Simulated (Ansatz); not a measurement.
# Gallium, diamond under LDA: ground state and equation of state, part 2 of 2

What does LDA give for gallium in the diamond structure? We relax it, solve it on a dense k-mesh, switch on spin-orbit coupling, then scale the cell to 7 volumes from 88 to 112 % of the relaxed one and try a fit of the equation of state. The k-meshes are 9×9×9 for the relaxation; 16×16×16 for the dense run; 10×10×10 for spin-orbit coupling; 11×11×11 for the volumes.

Ansatz 0.2.0; DFT, LDA (PW92), plane waves (420 eV) with PAW, scalar-relativistic. Earlier steps stand in the parts before.

## Step 5: The cell scaled to 88 % of its volume

Contents of input.yaml:

```yaml
crystal:
  lattice:
    - [0.0, 2.7205152011, 2.7205152011]
    - [2.7205152011, 0.0, 2.7205152011]
    - [2.7205152011, 2.7205152011, 0.0]
  atoms:
    - { symbol: Ga, position: [0.125, 0.125, 0.125] }
    - { symbol: Ga, position: [0.875, 0.875, 0.875] }
hamiltonian:
  xc: lda
  pseudopotentials:
    kind: paw
    azcp:
      Ga: "pseudopotentials/Ga.paw.azcp"
basis:
  ecutwfc: 420
  fft_grid_basis: typed
kpoints:
  mp_grid: { grid: [11, 11, 11], shift: [0, 0, 0] }
magnetization:
  spin_polarized: false
scf:
  occupations: { method: fermi_dirac, width: 0.1 }
  lower_state_search: "off"
output:
  stress: true
  write_density: true
  write_potential: true
  elf: true
  volumetric_format: npy
```

Run with:

```sh
$ ansatz run input.yaml --threads 2 --pin off --max-ram 5120MiB --backend cpu --events-out ev --progress --plain --runs-dir out
```

Log, shortened:

```text
Warning: <dir> the record states the generating functional pbe (its physics header spells it `PBE`), which answers neither for hamiltonian.xc's functional nor for the lda family's — results may be inconsistent (PPs are generated against a specific XC)
Warning: RAYON_NUM_THREADS=2 ignored (pool sized by the plan → 2); use --threads N
[...]
Pseudopotentials: kind: paw
Pseudopotential: Ga, paw, valence charge 13, recommended cutoff 420 eV (normal), <dir>
Functional definition: SPW92
[...]
Crystal: 2 atoms, lattice volume = 40.270 Å³
Basis set: ecut = 420 eV, 749 PW (Γ)
Bands: 17, of which v1, the nominal top of the filled ones, is band 13 counted from 1 (12 counted from 0)
Symmetry: 48 space group operations
Space group: Fd-3m (ITA 227), of the structure as read, at distance tolerance 3.4e-5 Å
k-points: 56 of 1331
[...]
SCF iter   1: F=—  HF=-7413.187777 eV  |F-HF|=—  |Δ(HF+E_count)|=         —  Δρ=4.84e-3  dr2=3.56e-3  ethr=1.77e-3  ⟨swp⟩=5.1  Hψ=4449  notcnv=0
[...]
SCF iter   6: F=-7413.187270 eV  HF=-7413.187270 eV  |F-HF|=3.07e-8  |Δ(HF+E_count)|=   5.53e-7  Δρ=7.67e-6  dr2=3.04e-8  ethr=3.85e-10  ⟨swp⟩=6.2  Hψ=6269  notcnv=0
[...]
SCF converged after 6 iterations
Free energy (F): -7413.187270 eV
[...]
E sigma→0 (E₀):  -7413.170152 eV
Entropy (-TS):   -0.034235 eV (-17.118 meV/atom)
Fermi energy:    7.779686 eV
[...]
--- Stress (GPa, compression-positive) ---
        8.510852       0.000000       0.000000
       -0.000000       8.510852      -0.000000
       -0.000000       0.000000       8.510852
  P = ⅓ Tr σ = 8.5109 GPa (85.109 kbar)
--- Band table (eV; the first three rows and the last of 56) ---
  k-point 0: bands = ["-7.2683", "-7.2683", "-7.2683", "-7.2077", "-7.2077", "-6.7077", "-6.7077", "-6.7077", "-6.5930", "-6.5930", "-2.8424", "11.2439", "11.2439", "11.2439", "13.2792", "13.2792", "13.2792"]
[...]
```

Wall time 1.2 s (2 threads of Arm Neoverse V2, shared host); peak memory 0.31 GiB.

Axes a, b and c in the maps are those of this run's conventional cell (a, b, c = 5.441, 5.441, 5.441 Å).

Density in a lattice plane of the grid's cell (edges 5.44 and 5.44 Å, at 0.125 of the third edge), which holds Ga.

Values in e/Å³, 12 rows by 12 columns:
```
 0.20  0.25  0.25  0.20  0.17  0.14  0.12  0.10  0.10  0.12  0.14  0.17
 0.12  0.10  0.10  0.12  0.14  0.17  0.20  0.25  0.25  0.20  0.17  0.14
 0.07  0.05  0.05  0.07  0.12  0.20  0.42  0.96  0.95  0.43  0.20  0.12
 0.05  0.03  0.03  0.05  0.10  0.25  0.96 15.17 15.31  0.95  0.25  0.10
 0.05  0.03  0.03  0.05  0.10  0.25  0.95 15.31 15.17  0.96  0.25  0.10
 0.07  0.05  0.05  0.07  0.12  0.20  0.43  0.95  0.96  0.42  0.20  0.12
 0.12  0.10  0.10  0.12  0.14  0.17  0.20  0.25  0.25  0.20  0.17  0.14
 0.20  0.25  0.25  0.20  0.17  0.14  0.12  0.10  0.10  0.12  0.14  0.17
 0.42  0.96  0.95  0.43  0.20  0.12  0.07  0.05  0.05  0.07  0.12  0.20
 0.96 15.17 15.31  0.95  0.25  0.10  0.05  0.03  0.03  0.05  0.10  0.25
 0.95 15.31 15.17  0.96  0.25  0.10  0.05  0.03  0.03  0.05  0.10  0.25
 0.43  0.95  0.96  0.42  0.20  0.12  0.07  0.05  0.05  0.07  0.12  0.20
```
Columns run along the first of these edges and rows up along the second, over one cell in 12 and 12 even steps from the bottom left corner. Atoms in the plane (fractional): Ga at (0.12, 0.12), Ga at (0.62, 0.62).

ELF in the same plane.

Ten even steps from '0' (0.04) to '9' (0.45):
```
877677899876543334567899
998889998777777677777789
777677777789998889998777
543334567899877677899876
321112346898765456789864
210001236887631013678863
100000135776510201567753
100000135776510201567753
210001236887631013678863
321112346898765456789864
543334567899877677899876
777677777789998889998777
998889998777777677777789
877677899876543334567899
765456789864321112346898
631013678863210001236887
510201567753100000135776
510201567753100000135776
631013678863210001236887
765456789864321112346898
```
Columns run along the first of these edges and rows up along the second, over one cell in 24 and 20 even steps from the bottom left corner. Atoms in the plane (fractional): Ga at (0.12, 0.12), Ga at (0.62, 0.62).

Both are smooth fields of the valence electrons: close to the nuclei they are not physical.

The highest ELF values outside the cores: 0.51 between the atoms, 1.3 Å from Ga.

## Step 6: The cell scaled to 92 % of its volume

input.yaml: that of step 5 with these lines changed.

```diff
@@ -2,5 +2,5 @@
   lattice:
-    - [0.0, 2.7205152011, 2.7205152011]
-    - [2.7205152011, 0.0, 2.7205152011]
-    - [2.7205152011, 2.7205152011, 0.0]
+    - [0.0, 2.7611258928, 2.7611258928]
+    - [2.7611258928, 0.0, 2.7611258928]
+    - [2.7611258928, 2.7611258928, 0.0]
   atoms:
@@ -26,5 +26 @@
   stress: true
-  write_density: true
-  write_potential: true
-  elf: true
-  volumetric_format: npy
```

Run with:

```sh
$ ansatz run input.yaml --threads 2 --pin off --max-ram 5120MiB --backend cpu --events-out ev --progress --plain --runs-dir out
```

Log, shortened:

```text
Warning: <dir> the record states the generating functional pbe (its physics header spells it `PBE`), which answers neither for hamiltonian.xc's functional nor for the lda family's — results may be inconsistent (PPs are generated against a specific XC)
Warning: RAYON_NUM_THREADS=2 ignored (pool sized by the plan → 2); use --threads N
[...]
[... 3 set-up lines as earlier in the session ...]
[...]
Crystal: 2 atoms, lattice volume = 42.101 Å³
Basis set: ecut = 420 eV, 869 PW (Γ)
Bands: 17, of which v1, the nominal top of the filled ones, is band 13 counted from 1 (12 counted from 0)
[... 1 set-up line as earlier in the session ...]
Space group: Fd-3m (ITA 227), of the structure as read, at distance tolerance 3.5e-5 Å
k-points: 56 of 1331
[...]
SCF iter   1: F=—  HF=-7413.264181 eV  |F-HF|=—  |Δ(HF+E_count)|=         —  Δρ=4.68e-3  dr2=3.84e-3  ethr=1.77e-3  ⟨swp⟩=5.2  Hψ=4465  notcnv=0
[...]
SCF iter   6: F=-7413.263564 eV  HF=-7413.263564 eV  |F-HF|=4.62e-9  |Δ(HF+E_count)|=   2.66e-7  Δρ=3.39e-6  dr2=2.91e-9  ethr=3.85e-10  ⟨swp⟩=4.8  Hψ=3662  notcnv=0
[...]
SCF converged after 6 iterations
Free energy (F): -7413.263564 eV
[...]
E sigma→0 (E₀):  -7413.246055 eV
Entropy (-TS):   -0.035019 eV (-17.509 meV/atom)
Fermi energy:    7.266322 eV
[...]
--- Stress (GPa, compression-positive) ---
        4.980244      -0.000000      -0.000000
        0.000000       4.980244       0.000000
       -0.000000       0.000000       4.980244
  P = ⅓ Tr σ = 4.9802 GPa (49.802 kbar)
```

Wall time 0.92 s (2 threads of Arm Neoverse V2, shared host); peak memory 0.31 GiB.

## Step 7: The cell scaled to 96 % of its volume

input.yaml: that of step 6 with these lines changed.

```diff
@@ -2,5 +2,5 @@
   lattice:
-    - [0.0, 2.7611258928, 2.7611258928]
-    - [2.7611258928, 0.0, 2.7611258928]
-    - [2.7611258928, 2.7611258928, 0.0]
+    - [0.0, 2.8005758783, 2.8005758783]
+    - [2.8005758783, 0.0, 2.8005758783]
+    - [2.8005758783, 2.8005758783, 0.0]
   atoms:
@@ -26 +26,5 @@
   stress: true
+  write_density: true
+  write_potential: true
+  elf: true
+  volumetric_format: npy
```

Run with:

```sh
$ ansatz run input.yaml --threads 2 --pin off --max-ram 5120MiB --backend cpu --events-out ev --progress --plain --runs-dir out
```

Log, shortened:

```text
Warning: <dir> the record states the generating functional pbe (its physics header spells it `PBE`), which answers neither for hamiltonian.xc's functional nor for the lda family's — results may be inconsistent (PPs are generated against a specific XC)
Warning: RAYON_NUM_THREADS=2 ignored (pool sized by the plan → 2); use --threads N
[...]
[... 3 set-up lines as earlier in the session ...]
[...]
Crystal: 2 atoms, lattice volume = 43.931 Å³
Basis set: ecut = 420 eV, 869 PW (Γ)
Bands: 17, of which v1, the nominal top of the filled ones, is band 13 counted from 1 (12 counted from 0)
[... 2 set-up lines as earlier in the session ...]
k-points: 56 of 1331
[...]
SCF iter   1: F=—  HF=-7413.304677 eV  |F-HF|=—  |Δ(HF+E_count)|=         —  Δρ=4.47e-3  dr2=4.06e-3  ethr=1.77e-3  ⟨swp⟩=5.1  Hψ=4538  notcnv=0
[...]
SCF iter   6: F=-7413.303824 eV  HF=-7413.303824 eV  |F-HF|=6.91e-11  |Δ(HF+E_count)|=   1.72e-8  Δρ=1.00e-6  dr2=3.61e-10  ethr=2.93e-10  ⟨swp⟩=5.4  Hψ=5757  notcnv=0
[...]
SCF converged after 6 iterations
Free energy (F): -7413.303824 eV
[...]
E sigma→0 (E₀):  -7413.285662 eV
Entropy (-TS):   -0.036324 eV (-18.162 meV/atom)
Fermi energy:    6.797147 eV
[...]
--- Stress (GPa, compression-positive) ---
        2.177314      -0.000000      -0.000000
       -0.000000       2.177314      -0.000000
        0.000000      -0.000000       2.177314
  P = ⅓ Tr σ = 2.1773 GPa (21.773 kbar)
--- Band table (eV; the first three rows and the last of 56) ---
  k-point 0: bands = ["-8.1399", "-8.1399", "-8.1399", "-8.0865", "-8.0865", "-7.6695", "-7.6695", "-7.6695", "-7.5834", "-7.5834", "-3.3144", "9.9532", "9.9532", "9.9532", "11.5860", "12.0040", "12.0040"]
[...]
```

It took 1.2 s on 2 threads of Arm Neoverse V2, shared host; peak memory 0.32 GiB.

## Step 8: The cell scaled to 100 % of its volume

input.yaml: that of step 7 with these lines changed.

```diff
@@ -2,5 +2,5 @@
   lattice:
-    - [0.0, 2.8005758783, 2.8005758783]
-    - [2.8005758783, 0.0, 2.8005758783]
-    - [2.8005758783, 2.8005758783, 0.0]
+    - [0.0, 2.8389446993, 2.8389446993]
+    - [2.8389446993, 0.0, 2.8389446993]
+    - [2.8389446993, 2.8389446993, 0.0]
   atoms:
@@ -26,5 +26 @@
   stress: true
-  write_density: true
-  write_potential: true
-  elf: true
-  volumetric_format: npy
```

Run with:

```sh
$ ansatz run input.yaml --threads 2 --pin off --max-ram 5120MiB --backend cpu --events-out ev --progress --plain --runs-dir out
```

Log, shortened:

```text
Warning: <dir> the record states the generating functional pbe (its physics header spells it `PBE`), which answers neither for hamiltonian.xc's functional nor for the lda family's — results may be inconsistent (PPs are generated against a specific XC)
Warning: RAYON_NUM_THREADS=2 ignored (pool sized by the plan → 2); use --threads N
[...]
[... 3 set-up lines as earlier in the session ...]
[...]
Crystal: 2 atoms, lattice volume = 45.762 Å³
Basis set: ecut = 420 eV, 893 PW (Γ)
Bands: 17, of which v1, the nominal top of the filled ones, is band 13 counted from 1 (12 counted from 0)
[... 2 set-up lines as earlier in the session ...]
k-points: 56 of 1331
[...]
SCF iter   1: F=—  HF=-7413.316898 eV  |F-HF|=—  |Δ(HF+E_count)|=         —  Δρ=4.23e-3  dr2=4.32e-3  ethr=1.77e-3  ⟨swp⟩=5.1  Hψ=4502  notcnv=0
[...]
SCF iter   6: F=-7413.315583 eV  HF=-7413.315583 eV  |F-HF|=2.86e-8  |Δ(HF+E_count)|=   6.88e-7  Δρ=6.88e-6  dr2=1.27e-8  ethr=3.85e-10  ⟨swp⟩=3.0  Hψ=4153  notcnv=0
[...]
SCF converged after 6 iterations
Free energy (F): -7413.315583 eV
[...]
E sigma→0 (E₀):  -7413.296504 eV
Entropy (-TS):   -0.038158 eV (-19.079 meV/atom)
Fermi energy:    6.365466 eV
[...]
--- Stress (GPa, compression-positive) ---
       -0.027615       0.000000       0.000000
        0.000000      -0.027615      -0.000000
       -0.000000       0.000000      -0.027615
  P = ⅓ Tr σ = -0.0276 GPa (-0.276 kbar)
```

Run time: 0.99 s. Hardware: 2 threads of Arm Neoverse V2, shared host; peak memory 0.31 GiB.

## Step 9: The cell scaled to 104 % of its volume

input.yaml: that of step 8 with these lines changed.

```diff
@@ -2,5 +2,5 @@
   lattice:
-    - [0.0, 2.8389446993, 2.8389446993]
-    - [2.8389446993, 0.0, 2.8389446993]
-    - [2.8389446993, 2.8389446993, 0.0]
+    - [0.0, 2.876303519, 2.876303519]
+    - [2.876303519, 0.0, 2.876303519]
+    - [2.876303519, 2.876303519, 0.0]
   atoms:
@@ -26 +26,5 @@
   stress: true
+  write_density: true
+  write_potential: true
+  elf: true
+  volumetric_format: npy
```

Run with:

```sh
$ ansatz run input.yaml --threads 2 --pin off --max-ram 5120MiB --backend cpu --events-out ev --progress --plain --runs-dir out
```

Log, shortened:

```text
Warning: <dir> the record states the generating functional pbe (its physics header spells it `PBE`), which answers neither for hamiltonian.xc's functional nor for the lda family's — results may be inconsistent (PPs are generated against a specific XC)
Warning: RAYON_NUM_THREADS=2 ignored (pool sized by the plan → 2); use --threads N
[...]
[... 3 set-up lines as earlier in the session ...]
[...]
Crystal: 2 atoms, lattice volume = 47.592 Å³
Basis set: ecut = 420 eV, 941 PW (Γ)
Bands: 17, of which v1, the nominal top of the filled ones, is band 13 counted from 1 (12 counted from 0)
[... 2 set-up lines as earlier in the session ...]
k-points: 56 of 1331
[...]
SCF iter   1: F=—  HF=-7413.307034 eV  |F-HF|=—  |Δ(HF+E_count)|=         —  Δρ=4.02e-3  dr2=4.79e-3  ethr=1.77e-3  ⟨swp⟩=5.2  Hψ=4446  notcnv=0
[...]
SCF iter   6: F=-7413.305053 eV  HF=-7413.305053 eV  |F-HF|=1.35e-8  |Δ(HF+E_count)|=   4.08e-7  Δρ=4.44e-6  dr2=5.39e-9  ethr=3.85e-10  ⟨swp⟩=9.0  Hψ=6824  notcnv=0
[...]
SCF converged after 6 iterations
Free energy (F): -7413.305053 eV
[...]
E sigma→0 (E₀):  -7413.284983 eV
Entropy (-TS):   -0.040140 eV (-20.070 meV/atom)
Fermi energy:    5.966280 eV
[...]
--- Stress (GPa, compression-positive) ---
       -1.744489       0.000000      -0.000000
       -0.000000      -1.744489       0.000000
       -0.000000      -0.000000      -1.744489
  P = ⅓ Tr σ = -1.7445 GPa (-17.445 kbar)
--- Band table (eV; the first three rows and the last of 56) ---
  k-point 0: bands = ["-8.8945", "-8.8945", "-8.8945", "-8.8475", "-8.8475", "-8.4961", "-8.4961", "-8.4961", "-8.4308", "-8.4308", "-3.7071", "8.8707", "8.8707", "8.8707", "9.8606", "10.9213", "10.9213"]
[...]
```

It took 1.3 s on 2 threads of Arm Neoverse V2, shared host; peak memory 0.32 GiB.

## Step 10: The cell scaled to 108 % of its volume

input.yaml: that of step 9 with these lines changed.

```diff
@@ -2,5 +2,5 @@
   lattice:
-    - [0.0, 2.876303519, 2.876303519]
-    - [2.876303519, 0.0, 2.876303519]
-    - [2.876303519, 2.876303519, 0.0]
+    - [0.0, 2.9127162898, 2.9127162898]
+    - [2.9127162898, 0.0, 2.9127162898]
+    - [2.9127162898, 2.9127162898, 0.0]
   atoms:
@@ -26,5 +26 @@
   stress: true
-  write_density: true
-  write_potential: true
-  elf: true
-  volumetric_format: npy
```

Run with:

```sh
$ ansatz run input.yaml --threads 2 --pin off --max-ram 5120MiB --backend cpu --events-out ev --progress --plain --runs-dir out
```

Log, shortened:

```text
Warning: <dir> the record states the generating functional pbe (its physics header spells it `PBE`), which answers neither for hamiltonian.xc's functional nor for the lda family's — results may be inconsistent (PPs are generated against a specific XC)
Warning: RAYON_NUM_THREADS=2 ignored (pool sized by the plan → 2); use --threads N
[...]
[... 3 set-up lines as earlier in the session ...]
[...]
Crystal: 2 atoms, lattice volume = 49.422 Å³
Basis set: ecut = 420 eV, 941 PW (Γ)
Bands: 17, of which v1, the nominal top of the filled ones, is band 13 counted from 1 (12 counted from 0)
[... 1 set-up line as earlier in the session ...]
Space group: Fd-3m (ITA 227), of the structure as read, at distance tolerance 3.7e-5 Å
k-points: 56 of 1331
[...]
SCF iter   1: F=—  HF=-7413.279295 eV  |F-HF|=—  |Δ(HF+E_count)|=         —  Δρ=3.97e-3  dr2=5.08e-3  ethr=1.77e-3  ⟨swp⟩=5.1  Hψ=4459  notcnv=0
[...]
SCF iter   6: F=-7413.277181 eV  HF=-7413.277181 eV  |F-HF|=9.82e-10  |Δ(HF+E_count)|=   3.39e-8  Δρ=1.66e-6  dr2=1.63e-9  ethr=3.85e-10  ⟨swp⟩=4.0  Hψ=3334  notcnv=0
[...]
SCF converged after 6 iterations
Free energy (F): -7413.277181 eV
[...]
E sigma→0 (E₀):  -7413.256204 eV
Entropy (-TS):   -0.041954 eV (-20.977 meV/atom)
Fermi energy:    5.596552 eV
[...]
--- Stress (GPa, compression-positive) ---
       -3.077181       0.000000      -0.000000
       -0.000000      -3.077181       0.000000
        0.000000      -0.000000      -3.077181
  P = ⅓ Tr σ = -3.0772 GPa (-30.772 kbar)
```

Wall time 0.96 s (2 threads of Arm Neoverse V2, shared host); peak memory 0.32 GiB.

## Step 11: The cell scaled to 112 % of its volume

input.yaml: that of step 10 with these lines changed.

```diff
@@ -2,5 +2,5 @@
   lattice:
-    - [0.0, 2.9127162898, 2.9127162898]
-    - [2.9127162898, 0.0, 2.9127162898]
-    - [2.9127162898, 2.9127162898, 0.0]
+    - [0.0, 2.9482407213, 2.9482407213]
+    - [2.9482407213, 0.0, 2.9482407213]
+    - [2.9482407213, 2.9482407213, 0.0]
   atoms:
@@ -26 +26,5 @@
   stress: true
+  write_density: true
+  write_potential: true
+  elf: true
+  volumetric_format: npy
```

Run with:

```sh
$ ansatz run input.yaml --threads 2 --pin off --max-ram 5120MiB --backend cpu --events-out ev --progress --plain --runs-dir out
```

Log, shortened:

```text
Warning: <dir> the record states the generating functional pbe (its physics header spells it `PBE`), which answers neither for hamiltonian.xc's functional nor for the lda family's — results may be inconsistent (PPs are generated against a specific XC)
Warning: RAYON_NUM_THREADS=2 ignored (pool sized by the plan → 2); use --threads N
[...]
[... 3 set-up lines as earlier in the session ...]
[...]
Crystal: 2 atoms, lattice volume = 51.253 Å³
Basis set: ecut = 420 eV, 965 PW (Γ)
Bands: 17, of which v1, the nominal top of the filled ones, is band 13 counted from 1 (12 counted from 0)
[... 2 set-up lines as earlier in the session ...]
k-points: 56 of 1331
[...]
SCF iter   1: F=—  HF=-7413.237894 eV  |F-HF|=—  |Δ(HF+E_count)|=         —  Δρ=3.99e-3  dr2=5.11e-3  ethr=1.77e-3  ⟨swp⟩=5.1  Hψ=4455  notcnv=0
[...]
SCF iter   6: F=-7413.235880 eV  HF=-7413.235880 eV  |F-HF|=5.03e-10  |Δ(HF+E_count)|=   1.83e-8  Δρ=1.44e-6  dr2=1.48e-9  ethr=3.85e-10  ⟨swp⟩=8.2  Hψ=5827  notcnv=0
[...]
SCF converged after 6 iterations
Free energy (F): -7413.235880 eV
[...]
E sigma→0 (E₀):  -7413.214205 eV
Entropy (-TS):   -0.043350 eV (-21.675 meV/atom)
Fermi energy:    5.254250 eV
[...]
--- Stress (GPa, compression-positive) ---
       -4.109772       0.000000      -0.000000
       -0.000000      -4.109772       0.000000
        0.000000      -0.000000      -4.109772
  P = ⅓ Tr σ = -4.1098 GPa (-41.098 kbar)
--- Band table (eV; the first three rows and the last of 56) ---
  k-point 0: bands = ["-9.5532", "-9.5532", "-9.5532", "-9.5117", "-9.5117", "-9.2130", "-9.2130", "-9.2130", "-9.1632", "-9.1632", "-4.0379", "7.9513", "7.9513", "7.9513", "8.3707", "9.9906", "9.9906"]
[...]
```

It took 1.3 s on 2 threads of Arm Neoverse V2, shared host; peak memory 0.32 GiB.

## Step 12: The equation of state

The cell was scaled evenly, with its shape and the fractional positions fixed.

```
V (Å³/atom)  E − E₀ (meV/atom)  P from the stress (GPa)  P from the fit (GPa)
     20.135               63.1                     8.51                  8.55
     21.050               25.2                     4.98                  4.92
     21.966                5.4                     2.18                  2.09
     22.881                0.0                    -0.03                 -0.11
     23.796                5.7                    -1.74                 -1.82
     24.711               20.1                    -3.08                 -3.15
     25.626               41.1                    -4.11                 -4.18
```

Fit (Birch-Murnaghan, third order): V₀ = 22.831 Å³/atom, B₀ = 49 GPa, B₀′ = 5.2, largest residual 0.07 meV/atom.

The fit is made to E(σ → 0), while the stress belongs to the free energy F; that is one source of the offset between the two pressures.

## Step 13: Summary of results

What follows sums up all 2 parts.

| quantity | value |
| --- | --- |
| space group (spins left aside) | Fd-3m (No. 227) |
| conventional cell | a = 5.678 Å |
| volume | 22.881 Å³/atom |
| shortest distance | 2.459 Å |
| gap on the mesh | none (levels filled in part) |
| relative to alpha-Ga (Cmce) | +334 meV/atom |
| V₀, B₀, B₀′ | 22.831 Å³/atom, 49 GPa, 5.2 |

In words: From the guessed start the volume shrank by 13.5 % in 6 steps. It lies 334 meV/atom above the element's reference form at the same level (alpha-Ga (Cmce), from a run of its own), so it is far from stable. Levels at the Fermi energy are filled in part, as in a metal. The total energy of the spin-orbit run (on a coarser mesh) lies -75 meV/atom from the scalar one; mesh and treatment of the core enter this figure, so it is no spin-orbit energy. B₀ comes out at 49 GPa. Relaxation kept the symmetry; phonons were not checked.
